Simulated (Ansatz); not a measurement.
SiO$_{2}$, DFT, PBE, all-electron LAPW, scalar-relativistic (Ansatz 0.2.0), run on 2 threads of Arm Neoverse V1 on a shared host.

The cell is COD entry 9006285, as deposited and not checked against the literature; nothing was relaxed. The listed cell was then made from it by scaling, straining or moving an atom.

Command: `ansatz run input.yaml --threads 2 --pin off --max-ram 6144MiB --backend cpu --events-out ev --progress --plain --runs-dir out`

```yaml
crystal:
  lattice:
    - [-2.326569, 2.326569, 3.744]
    - [2.326569, -2.326569, 3.744]
    - [2.326569, 2.326569, -3.744]
  atoms:
    - { symbol: Si, position: [0.0, 0.0, 0.0] }
    - { symbol: Si, position: [0.75, 0.25, 0.5] }
    - { symbol: O, position: [0.99838, 0.625, 0.87338] }
    - { symbol: O, position: [0.375, 0.24838, 0.37338] }
    - { symbol: O, position: [0.75162, 0.125, 0.12662] }
    - { symbol: O, position: [0.875, 0.00162, 0.62662] }
kpoints:
  mp_grid: { grid: [7, 7, 7] }
  band_path:
    path:
      - [0.0, 0.0, 0.0]
      - [0.0, 0.0, 0.5]
      - [0.25, 0.25, 0.25]
      - [0.0, 0.5, 0.0]
      - [0.0, 0.0, 0.0]
      - [0.5, 0.5, -0.5]
      - [0.3465384236, 0.6534615764, -0.3465384236]
      - [-0.3465384236, 0.3465384236, 0.3465384236]
      - [0.0, 0.0, 0.0]
    npoints: 5
scf:
  occupations: { method: fermi_dirac, width: 0.03 }
hamiltonian:
  xc: pbe
  pseudopotentials: { kind: all_electron, lapw: { basis_error: 0.001 } }
output:
  forces: true
  stress: true
  eigenvalues: true
```

Problem. How large is the problem that the program sets up?

Solution. 40 irreducible k-points, 2431 plane waves at Γ, 34 bands.

Problem. About how long does it take, and how much memory does it use?

Solution. 110 s of wall time for 8 SCF iterations, with a peak of 0.68 GiB. Times on shared machines scatter by tens of per cent.
